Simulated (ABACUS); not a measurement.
# GaN (F-43m) in ABACUS: notebook, part 2 of 2

ABACUS 3.10.1. The steps go on from the part before.

## (5) Relaxation of cell and atoms, PBE

Input file run_abacus.py:

```python
"""ABACUS run from a structure file: ASE reads it, the script writes STRU, KPT and INPUT."""
import re
import subprocess
from ase.io import read
from ase.units import Bohr

atoms = read("GaN.cif")
atoms = atoms[(-atoms.numbers).argsort(kind="stable")]  # ABACUS lists atoms element by element
pseudo = {'Ga': 'Ga.upf', 'N': 'N.upf'}
orbital = {}
magmoms = None
kmesh = [8, 8, 8]
params = {
    'suffix': 'GaN',
    'calculation': 'cell-relax',
    'basis_type': 'pw',
    'pseudo_dir': './',
    'symmetry': 1,
    'dft_functional': 'pbe',
    'ecutwfc': 92,
    'pseudo_rcut': 10,
    'nspin': 1,
    'nbands': 13,
    'ks_solver': 'dav',
    'smearing_method': 'fd',
    'smearing_sigma': 0.00367493,
    'scf_thr': 1e-08,
    'scf_nmax': 100,
    'mixing_type': 'broyden',
    'mixing_beta': 0.7,
    'cal_force': 1,
    'cal_stress': 1,
    'relax_nmax': 60,
    'force_thr_ev': 0.005,
    'relax_method': 'cg',
    'out_stru': 1,
    'stress_thr': 0.2,
    'kpar': 4,
}

symbols = atoms.get_chemical_symbols()
elements = list(dict.fromkeys(symbols))
lines = ["ATOMIC_SPECIES"] + [f"{e} {atoms.get_masses()[symbols.index(e)]:.4f} {pseudo[e]}" for e in elements]
if orbital:
    lines += ["", "NUMERICAL_ORBITAL"] + [orbital[e] for e in elements]
lines += ["", "LATTICE_CONSTANT", f"{1 / Bohr:.10f}", "", "LATTICE_VECTORS"]
lines += [" ".join(f"{x:.10f}" for x in v) for v in atoms.cell]
lines += ["", "ATOMIC_POSITIONS", "Direct"]
for e in elements:
    lines += ["", e, "0.0", str(symbols.count(e))]
    for i, p in enumerate(atoms.get_scaled_positions(wrap=False)):
        if symbols[i] == e:
            mag = "" if magmoms is None else " mag " + " ".join(str(x) for x in (magmoms[i] if isinstance(magmoms[i], list) else [magmoms[i]]))
            lines.append(" ".join(f"{x:.10f}" for x in p) + " 1 1 1" + mag)
open("STRU", "w").write("\n".join(lines) + "\n")
open("KPT", "w").write("K_POINTS\n0\nGamma\n%d %d %d 0 0 0\n" % tuple(kmesh))
open("INPUT", "w").write("INPUT_PARAMETERS\n" + "".join(f"{k:<20s}{v}\n" for k, v in params.items()))

done = subprocess.run(['mpirun', '-np', '4', 'abacus'])
if done.returncode:
    raise SystemExit(done.returncode)
log = open("OUT.GaN/running_cell-relax.log").read()
print("final energy (eV):", re.findall(r"FINAL_ETOT_IS (\S+)", log))
```

Input file GaN.cif:

```cif
data_GaN
_cell_length_a 3.18693112
_cell_length_b 3.18693112
_cell_length_c 3.18693112
_cell_angle_alpha 60.00000000
_cell_angle_beta 60.00000000
_cell_angle_gamma 60.00000000
_space_group_name_H-M_alt 'P1'
_space_group_name_Hall 'P 1'
_space_group_IT_number 1
loop_
_space_group_symop_operation_xyz
'x,y,z'
loop_
_atom_site_label
_atom_site_type_symbol
_atom_site_symmetry_multiplicity
_atom_site_Wyckoff_symbol
_atom_site_fract_x
_atom_site_fract_y
_atom_site_fract_z
_atom_site_occupancy
Ga1 Ga 1 a 0.0000000000 0.0000000000 0.0000000000 1
N1 N 1 a 0.2500000000 0.2500000000 0.2500000000 1
```

On the command line:

```
$ OMP_NUM_THREADS=1 python run_abacus.py > log
```

It took 43 s on 4 MPI ranks of Intel Xeon Platinum 8259CL at 2.50GHz (Skylake/Cascade Lake), shared host; peak memory 0.36 GiB.

Results (log left out):

- Free energy: -2376.3450 eV
- Relaxed volume: 11.78 Å³/atom
- Relaxed cell: a = 3.218 Å, b = 3.218 Å, c = 3.218 Å, α = 60.00°, β = 60.00°, γ = 60.00°
- Space group after relaxing (to 0.05 Å): F-43m (No. 216)
- Energy gained by relaxing: 5.4 meV/atom
- Ionic steps: 3
- Pressure after relaxing: 0.0 GPa
- Band gap on the k mesh: 1.55 eV, direct

Step by step:
| step | energy change (eV) | largest force (eV/Å) | pressure (GPa) | volume (Å³) |
| --- | --- | --- | --- | --- |
| 1 | 0.0000 | 0.0000 | 5.29 | 22.89 |
| 2 | -0.0014 | 0.0000 | -4.47 | 24.21 |
| 3 | -0.0108 | 0.0000 | -0.02 | 23.56 |

Final structure:
```yaml
crystal:
  lattice:
    - [3.21779, 0.00000, 0.00000]
    - [1.60889, 2.78668, 0.00000]
    - [1.60889, 0.92890, 2.62731]
  atoms:
    - { symbol: Ga, position: [0.00000, 0.00000, 0.00000] }
    - { symbol: N, position: [0.25000, 0.25000, 0.25000] }
```

Levels at points of the mesh, in eV from the valence-band top:
```csv
k point,band 5,band 6,band 7,band 8,band 9,band 10
"(0.00, 0.00, 0.00)",-13.27,-13.27,0.00,0.00,0.00,1.55
"(0.50, 0.50, 0.50)",-13.22,-11.96,-6.85,-0.93,-0.93,4.45
"(0.50, 0.50, 0.00)",-13.20,-11.52,-6.01,-2.60,-2.60,3.35
```

A hybrid or GW would open this gap; PBE tends to underestimate it.

## (6) Summary

| task | potentials or basis | cell | k mesh | cutoff (eV) | SCF threshold on the density | eigensolver | max steps of the relaxation | force threshold | optimiser | gap on the mesh (eV) | pressure (GPa) | relaxed volume (Å³/atom) |
| --- | --- | --- | --- | --- | --- | --- | --- | --- | --- | --- | --- | --- |
| single point | SG15 ONCV 1.2 PBE, DZP LCAO (the cutoffs set its grid) | as given | 9 × 9 × 9 | 1361 | 1e-07 | genelpa | - | - | - | 2.05 | 7.7 | - |
| relaxation of cell and atoms | SG15 ONCV 1.2 PBE, DZP LCAO (the cutoffs set its grid) | relaxed | 9 × 9 × 9 | 1361 | 1e-07 | genelpa | 60 | 0.005 eV/Å | cg | - | 0.0 | 11.95 |
| single point | Ansatz NC PBE, plane waves | as given | 8 × 8 × 8 | 1252 | 1e-08 | dav | - | - | - | 1.74 | 5.3 | - |
| relaxation of cell and atoms | Ansatz NC PBE, plane waves | relaxed | 8 × 8 × 8 | 1252 | 1e-08 | dav | 60 | 0.005 eV/Å | cg | 1.55 | 0.0 | 11.78 |

Alike in all rows: level PBE; no spin polarisation; smearing fermi-dirac 0.05 eV.

Caveats: the atomic orbitals were generated for these runs and aren't a published set (some runs); the basis of atomic orbitals isn't converged, which shifts pressures, moduli and gaps (some runs).

Absolute energies hang on the potentials; compare differences alone.

## (7) How close it comes

Step 2. Against the measured gap of GaN, 3.299 eV (direct; 0 K; a printed reference work, textbook), the calculated 2.05 eV is off by -1.25 eV. Spin-orbit coupling on Ga is left out. The value is that of PBE in an atomic basis (SG15 ONCV 1.2 PBE, DZP LCAO (the cutoffs set its grid)), whose error adds to the functional's,, without temperature or zero-point motion. Semilocal functionals fall short of measured gaps as a rule. The cell is a database's relaxed one, not the measured one, which moves gaps too.

Step 4. A measured gap of GaN is 3.299 eV (direct; 0 K; a printed reference work, textbook); the calculated 1.74 eV misses it by -1.56 eV. Spin-orbit coupling on Ga is left out. The value is that of PBE, without temperature or zero-point motion. Semilocal functionals fall short of measured gaps as a rule. The cell is a database's relaxed one, not the measured one, which moves gaps too.
